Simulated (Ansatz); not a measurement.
# SrCl2: the cell at several levels of theory

Aim: relax SrCl2 in the 3R-MoS2 structure with PBE-D3(BJ), r2SCAN+rVV10 and PBE-D4 and see how far the functionals disagree on the cell. This is a trial cell built on a prototype, not taken from a measured structure, and it needn't be the compound's ground state.

Code: Ansatz 0.2.0. PAW datasets, plane waves, zero pressure. All values are calculated for a non-magnetic cell, which may be hypothetical.

## Step 1: The structure to begin with

The symmetry is R3m (No. 160, trigonal); a = 3.766 Å, c = 19.751 Å in the conventional setting, 26.95 Å³ an atom. Around Sr lie 6 Cl at 2.85 Å; around Cl lie 3 Sr at 2.85 Å.

Structure file:

```cif
data_structure
_symmetry_space_group_name_H-M 'P 1'
_symmetry_Int_Tables_number 1
_cell_length_a 6.9334
_cell_length_b 6.9334
_cell_length_c 6.9334
_cell_angle_alpha 31.514
_cell_angle_beta 31.514
_cell_angle_gamma 31.514
_cell_volume 80.85
loop_
_atom_site_label
_atom_site_type_symbol
_atom_site_fract_x
_atom_site_fract_y
_atom_site_fract_z
_atom_site_occupancy
Sr1 Sr 0.00000 0.00000 0.00000 1
Cl1 Cl 0.42641 0.42641 0.42641 1
Cl2 Cl 0.24026 0.24026 0.24026 1
```

## Step 2: PBE-D3(BJ): cell and atoms

input.yaml reads:

```yaml
crystal:
  lattice:
    - [1.882823895, 1.0870488826, 6.58369548]
    - [-1.882823895, 1.0870488826, 6.58369548]
    - [0.0, -2.1740977652, 6.58369548]
  atoms:
    - { symbol: Sr, position: [0.0, 0.0, 0.0] }
    - { symbol: Cl, position: [0.4264091115, 0.4264091115, 0.4264091115] }
    - { symbol: Cl, position: [0.2402575552, 0.2402575552, 0.2402575552] }
kpoints:
  mp_grid: { grid: [8, 8, 8] }
hamiltonian:
  xc: pbe
  dispersion: d3bj
scf:
  occupations: { method: fermi_dirac, width: 0.02 }
relax:
  f_tol: 0.005
  cell: {}
```

The run is started by

```
$ ansatz run input.yaml --threads 2 --pin off --max-ram 2211MiB --backend cpu --events-out ev --progress --plain --runs-dir out
```

After this run come: r2SCAN+rVV10: cell and atoms; PBE-D4: cell and atoms.

Q: Predict the outcome of this session. Wanted: for each run, a; c; volume; space group; SCF geometries.

**Answer**, as computed:

| level | a (Å) | c (Å) | volume (Å³/atom) | space group | SCF geometries |
| --- | --- | --- | --- | --- | --- |
| PBE-D3(BJ) | 4.176 | 18.413 | 30.897 | R3m | 7 |
| r2SCAN+rVV10 | 4.171 | 18.405 | 30.818 | R3m | 4 |
| PBE-D4 | 4.199 | 18.493 | 31.378 | R3m | 24 |

**Reading.** From the start to the first minimum the volume moved by +14.6 %. r2SCAN+rVV10 gives the smallest cell and PBE-D4 the largest; they differ by 1.8 % in volume, a mean of 0.6 % in length. The meshes differ: PBE-D3(BJ) 8×8×8, r2SCAN+rVV10 6×6×6, PBE-D4 6×6×6.
